Whether a boron phosphide detector inside a high-pressure cell needs its absorption edge corrected for pressure depends on how fast the band gap moves. A shift well below the thermal energy at room temperature, about 25 meV, can often be left alone. A shift of a tenth of an electronvolt clearly moves the wavelength at which the material begins to absorb. A rule that fits on a scrap of paper is enough to tell these cases apart.

The table follows the crystal from slight tension, the row at -2 GPa, to strong compression at 40 GPa. The pressure acts equally from all sides, so the cube stays a cube. The band gap is the energy between the highest filled state and the lowest empty one.

Zincblende BP relaxed under hydrostatic pressure with its symmetry kept, by density functional theory with PBEsol (Ansatz 0.2.0, scalar-relativistic plane-wave PAW, no spin polarisation, cutoff 420 eV, Gaussian smearing of 0.02 eV, Γ-centred k meshes). Volume changes are relative to the cell relaxed at zero pressure, with cubic edge a = 4.520 Å. The band gaps are indirect.

```
applied pressure (GPa)    k mesh  volume change (%)  band gap (eV)
                    -2  10×10×10               1.21          1.130
                     2  10×10×10              -1.16          1.097
                     5  10×10×10              -2.79          1.072
                    10  10×10×10              -5.22          1.036
                    20  10×10×10              -9.35          0.968
                    40  12×12×12             -15.77          0.841
```

The gap shrinks at every step of rising pressure, and it does so almost in a straight line. With $P$ for the applied pressure in GPa, the rule is

$$E_\text{gap} \approx 1.11\ \text{eV} - (0.007\ \text{eV/GPa})\,P .$$

Its constants come from a least-squares straight line through all six rows, rounded so that they can be remembered. The first is the gap at zero pressure, and the second says that each gigapascal takes away about 7 meV.

Take the row at 40 GPa, the farthest from the start. Forty times 0.007 eV is 0.28 eV, and 1.11 eV less 0.28 eV leaves 0.83 eV. The calculation gave 0.841 eV, so the estimate is about one per cent too low. At 10 GPa the same steps give 1.04 eV, against a computed 1.036 eV. Both rows took part in the fit, so this agreement shows how well the rule sums up the table and is no independent test.

A fall of the gap under pressure may seem odd, because squeezing electrons usually spreads their energies apart. The simplest system that shows this is a single electron in a box with hard walls. Its energy is all kinetic and grows as one over the square of the box length. A shorter box therefore lifts every level, and it lifts a level of high kinetic energy by more electronvolts than one of low kinetic energy. The spacing between the levels widens.

The crystal keeps one half of that lesson and reverses the other. States with more kinetic energy still tend to climb faster on compression. But in the box such a state always lies higher, whereas in a crystal the attraction of the atoms can pull it below a state with less kinetic energy. If the lower edge of a gap then climbs faster than the upper edge, the gap closes. The box helps with the direction of each push, and it stops helping where the potential of the atoms decides which state lies on top.

In boron phosphide the two edges belong to different kinds of electron wave. The highest filled state sits at the point called Γ, where the wave repeats identically from one cell to the next. The lowest empty state lies near the point X, where the wave changes sign from one layer of like atoms to the next along a cube axis. The calculation places the edges there. That their kinetic energies differ is an argument from theory.

The argument treats the outer electrons as nearly free waves that the atoms only mix. The kinetic energy of such a wave is proportional to the squared length of its wave vector, counted here in units of $(2\pi/a)^2$, where $a$ is the edge of the cubic cell. The filled state at Γ is then built mainly from waves with squared length three, and the empty state near X from waves with squared length about two. The filled state nevertheless lies lower, because it gathers its charge in the bonds between the atoms. When $a$ shrinks, the unit grows, and the kinetic energy lifts the filled state by more than the empty one.

For boron phosphide this picture gets the direction right and the size wrong. On kinetic energy alone, the gap would change by roughly 5 eV for each unit of the natural logarithm of the volume. From row to row the table gives between 1.4 and 1.7 eV. The estimate leaves out the change in the atoms' potential as they move closer. If the picture holds, that part cancels most of the kinetic effect here. In another crystal it can outweigh it, so even the sign is not guaranteed.

The same crystal offers a comparison in which the difference in kinetic energy should matter less. A direct gap joins a filled and an empty state with the same wave vector. At Γ, both states next to the gap are built from the same set of waves, so their kinetic energies rise nearly together. What remains is the splitting between bonding and antibonding states, which grows as the bonds shorten. In these calculations the smallest direct gap found on the mesh of wave vectors does widen, by 0.36 eV from the first row to the last, while the tabulated gap narrows by 0.29 eV. The outputs do not give the wave vector of this direct gap, so its place at Γ is assumed here.

This gives a way to guess the trend in a related material before looking anything up. The first thing to ask is where the lowest empty state lies. Silicon has it near X, with the highest filled state at Γ, and its gap also narrows under pressure. Diamond shows that this is only a first guess: its edges lie in the same places, yet its gap widens, because there the change in the potential wins. Gallium arsenide has both edges at Γ, and at moderate pressure its gap widens. A series of rows for gallium arsenide would therefore start out in the opposite direction, although it shares the crystal structure of boron phosphide.

The size of the slope follows from two properties of the material. Let $D$ be the change of the gap per unit of logarithmic volume, and let $B$ be the bulk modulus, the resistance of the crystal to compression. A small rise in pressure shrinks the volume by the fraction $\Delta P/B$, so the gap changes by

$$\Delta E_\text{gap} \approx -\frac{D}{B}\,\Delta P .$$

For equal $D$, a softer crystal responds more strongly to each gigapascal.

Near zero pressure, the rows at -2 and 2 GPa give $D$ = 1.39 eV and $B$ = 169 GPa. Their ratio is a slope of about 8 meV per GPa. Between 20 and 40 GPa the slope has dropped to about 6 meV per GPa. The 7 meV of the rule is a compromise between the two ends.

The slope drops because the crystal stiffens. As the atoms are pressed together their repulsion climbs steeply, and each further gigapascal removes less volume. Between the two ends of the table the bulk modulus grows by about 60 per cent. Over the same range $D$ grows too, but only by about a quarter. The two changes partly cancel in the ratio, and that is why so simple a rule as a straight line in pressure works over this range.

Much of the growth in $D$ up to 20 GPa goes with a drift of the lowest empty state towards X. In these rows the lowest empty state on the mesh stays at one point a little short of X, and the gap read there changes with a nearly constant $D$ of about 1.3 eV. The tabulated gap lies below that mesh gap by a margin that grows from 5 to 22 meV, as it should if the true minimum moves away from the mesh point. At 40 GPa the lowest empty state on the mesh is at X itself. Its mesh does not contain the earlier point, and both meshes are coarse, so the outputs support the direction of the drift but do not settle the exact position of the minimum.

The compromise slope matters in practice, because a pressure coefficient at hand may have been determined near zero pressure only. Suppose the slope between -2 and 2 GPa were carried on to 40 GPa, starting from the mean gap of those two rows. The estimate would come out almost 0.06 eV too low. The rounded rule is 0.011 eV too low at the same place. A coefficient measured at low pressure is thus right for small loads and too steep for large ones.

Over the whole table the rule stays within 11 meV of the computed gap, and within 6 meV in every row except the one at 40 GPa. A stricter measure is to leave out each row in turn and predict it from a straight line through the other five. The typical error, as a root mean square, is then also about 11 meV. For a reader who has to decide between ignoring a shift and correcting for it, that is accurate enough.

There is no point in refining the rule to chase the last few millielectronvolts. When the gap is read only at the points of the mesh, it comes out 5 to 22 meV above the tabulated value, depending on the row. The way in which the band edges are located thus matters as much as the misfit of the line. A third constant would capture the slow drop of the slope, but the rule would be harder to remember and hardly more useful.

Outside the range of the table the rule loses its footing quickly. A least-squares line in the logarithm of the volume fits the same six rows as well as the line in pressure does. Carried on to a vanishing gap, the line in pressure gives about 160 GPa. The line in volume asks for a crystal squeezed to half its volume, which by a common compression formula (Murnaghan's, with the usual pressure derivative of 4) means several hundred gigapascals.

Two descriptions that agree within the table and part so widely beyond it give no pressure at which boron phosphide turns metallic. The calculation also holds the crystal in its original structure, while a real crystal may change to a denser one before its gap closes. The rule should therefore be used between -2 and 40 GPa and not stretched.

The first constant needs more caution than the second. PBEsol, the approximation used here, strongly underestimates the absolute gap of boron phosphide; the measured value is roughly 2 eV, a recalled figure. For a real device it is better to start from a measured gap at zero pressure and subtract 7 meV for each gigapascal. This assumes that the approximation describes shifts under pressure much better than the gap itself, which the table does not test. The PAW datasets were made for a different functional, PBE, and the error from that is untested too. Temperature moves the gap as well and has to be corrected for separately, since the calculation holds the atoms still.

For the detector in the pressure cell, the decision then takes one division. A tolerance of 0.1 eV divided by 0.007 eV per GPa is reached at about 14 GPa. A load of 1 GPa shifts the edge by only about a third of the thermal energy and can usually be ignored. Both figures concern the weak onset of absorption at the indirect gap. The strong absorption that sets in at the direct gap moves the other way.
